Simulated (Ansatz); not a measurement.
# RuAl and the effect of the functional

```yaml
crystal:
  lattice:
    - [2.99160, 0.00000, 0.00000]
    - [0.00000, 2.99160, 0.00000]
    - [0.00000, 0.00000, 2.99160]
  atoms:
    - { symbol: Ru, position: [0.50000, 0.50000, 0.50000] }
    - { symbol: Al, position: [0.00000, 0.00000, 0.00000] }
```

Kept alike: task band structure; k mesh 9 × 9 × 9; occupations fermi-dirac, width 0.05 eV; no spin polarisation. Program: Ansatz, all-electron LAPW, scalar-relativistic. The mesh is that of the run's cell of 2 atoms. No spin-orbit coupling.

| functional | pressure (GPa) |
| --- | --- |
| LDA | -8.19 |
| PBE | 2.49 |
| PBEsol | -3.37 |

Pressure is positive in compression. For a metal such a mesh leaves the last digits unconverged.

What does the functional change here?

The pressure runs from -8.19 (LDA) to 2.49 GPa (PBE). From PBE: LDA -10.68; PBEsol -5.86. A positive pressure means that the functional's own cell is larger than the one given, a negative one that it is smaller.

At this fixed cell the pressure rises from LDA through PBEsol to PBE, the usual order of equilibrium volumes for a metallic solid. LDA would contract the lattice and PBE would expand it slightly, while PBEsol still favours contraction and lies somewhat nearer to LDA than to PBE. The order probably reflects the gradient dependence of exchange, which favours the more inhomogeneous density of an expanded lattice and is weaker in PBEsol than in PBE. RuAl is a stiff intermetallic, held together by hybridisation of Ru d states with Al s and p states, so even the LDA pressure of -8.19 GPa should correspond to only a modest change in lattice constant. The given cell thus lies between the equilibrium cells of PBEsol and PBE, and closer to that of PBE in terms of residual pressure. That closeness does not make PBE the more accurate functional for RuAl, since the origin of the cell is not stated and a lattice relaxed with PBE would favour it by construction.
